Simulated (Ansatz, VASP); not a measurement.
**Pd in VASP and in Ansatz**

INCAR

```
SYSTEM = Pd
  ALGO = Normal
  EDIFF = 1E-6
  ENCUT = 520
  GGA = PS
  ISIF = 2
  ISMEAR = -1
  LASPH = .True.
  LCHARG = .False.
  LREAL = .False.
  LWAVE = .False.
  NBANDS = 17
  NELM = 80
  PREC = Accurate
  SIGMA = 0.05
```

KPOINTS

```
k-points
0
Gamma
  12 12 12
  0 0 0
```

Contents of POSCAR:

```
Pd
1.0
    0.0000000000      2.6389313086      2.6389313086
    2.6389313086      0.0000000000      2.6389313086
    2.6389313086      2.6389313086      0.0000000000
Pd
2
Direct
   -0.1250000000     -0.1250000000     -0.1250000000
    0.1250000000      0.1250000000      0.1250000000
```

Input for Ansatz:

```yaml
crystal:
  lattice:
    - [0.0, 2.6389313086, 2.6389313086]
    - [2.6389313086, 0.0, 2.6389313086]
    - [2.6389313086, 2.6389313086, 0.0]
  atoms:
    - { symbol: Pd, position: [-0.125, -0.125, -0.125] }
    - { symbol: Pd, position: [0.125, 0.125, 0.125] }
kpoints:
  mp_grid: { grid: [12, 12, 12] }
scf:
  occupations: { method: fermi_dirac, width: 0.05 }
hamiltonian:
  xc: pbesol
  pseudopotentials: { kind: all_electron, lapw: { basis_error: 0.001 } }
output:
  forces: true
  stress: true
  eigenvalues: true
  populations: true
```

Change from the starting cell: volume scaled by 0.8, LAPW.

Alike in both runs: task single point; functional PBEsol; k mesh 12 × 12 × 12; occupations fermi-dirac, width 0.05 eV; no spin polarisation.

|  | VASP | Ansatz |
| --- | --- | --- |
| version | VASP 6.6.1 | Ansatz 0.2.0 |
| potentials or method | VASP PAW PBE potentials, release 64 (Pd) | all-electron LAPW, scalar-relativistic |
| plane-wave cutoff (eV) | 520 | see its input |

Ansatz gave:

```
pressure (GPa) : 33.8
```

Task: Estimate VASP's values.

Result: Pressure (GPa): 31.8.

Ansatz ran all-electron here, so the differences hold the error of VASP's frozen core and of both bases.

Caveats: so large a pressure means that the cell lies far from this level's equilibrium, or that cutoff or potentials fall short (VASP); the potentials were made for another functional, which shifts forces and pressure (VASP).
